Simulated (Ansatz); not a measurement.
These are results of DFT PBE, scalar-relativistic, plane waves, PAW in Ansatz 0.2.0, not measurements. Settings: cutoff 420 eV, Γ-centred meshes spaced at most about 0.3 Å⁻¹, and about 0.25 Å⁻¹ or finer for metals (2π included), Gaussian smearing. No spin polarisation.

Each guess is relaxed in cell and atoms at zero pressure, on a coarse mesh first where it starts far from rest and then on a converged one. The steps can't lower the symmetry of the start, but it can rise. Energies are static (0 K, no zero-point motion).

Two unrelaxed guesses for Ga₄P:

A.

```cif
data_structure
_symmetry_space_group_name_H-M 'P-43m'
_symmetry_Int_Tables_number 215
_cell_length_a 4.6854
_cell_length_b 4.6854
_cell_length_c 4.6854
_cell_angle_alpha 90.000
_cell_angle_beta 90.000
_cell_angle_gamma 90.000
_cell_volume 102.86
loop_
_atom_site_label
_atom_site_type_symbol
_atom_site_symmetry_multiplicity
_atom_site_Wyckoff_symbol
_atom_site_fract_x
_atom_site_fract_y
_atom_site_fract_z
_atom_site_occupancy
Ga1 Ga 4 e 0.25000 0.25000 0.25000 1
P1 P 1 a 0.00000 0.00000 0.00000 1
```

B.

```cif
data_structure
_symmetry_space_group_name_H-M 'P4/nbm:1'
_symmetry_Int_Tables_number 125
_cell_length_a 5.9037
_cell_length_b 5.9037
_cell_length_c 5.3362
_cell_angle_alpha 90.000
_cell_angle_beta 90.000
_cell_angle_gamma 90.000
_cell_volume 185.99
loop_
_atom_site_label
_atom_site_type_symbol
_atom_site_symmetry_multiplicity
_atom_site_Wyckoff_symbol
_atom_site_fract_x
_atom_site_fract_y
_atom_site_fract_z
_atom_site_occupancy
Ga1 Ga 8 m 0.67385 0.82615 0.25178 1
P1 P 2 a 0.50000 0.50000 0.00000 1
```

Problem. Do they relax into the same structure? If not, which is lower?

Solution. No. B ends lower, by 100 meV/atom. A: P-43m at 20.6 Å³/atom → P-43m at 21.0 Å³/atom; B: P4/nbm at 18.6 Å³/atom → P4/nbm at 19.0 Å³/atom. Counting Ga atoms around P (those within 1.25 times the shortest such distance or 1.15 times the sum of covalent radii, 1.27 where that leaves under three), the end of A has P 4 and the end of B has P 8. End of A. Conventional cell: a = 4.715 Å. Ga has 1 P at 2.43 Å and 3 Ga at 2.71 Å; P has 4 Ga at 2.43 Å. End of B. Conventional cell: a = 5.837 Å, c = 5.576 Å. Ga has 2 P at 2.69 Å, 2 Ga at 2.75–2.79 Å and 6 Ga at 3.08–3.10 Å; P is surrounded by 8 Ga at 2.69 Å.

Ends held by symmetry can be saddle points. Even the lowest of the cells shown lies +0.03 eV/atom against the elements. Some structure types and database cells were kept out of the candidates from the start, so a known form may be missing.
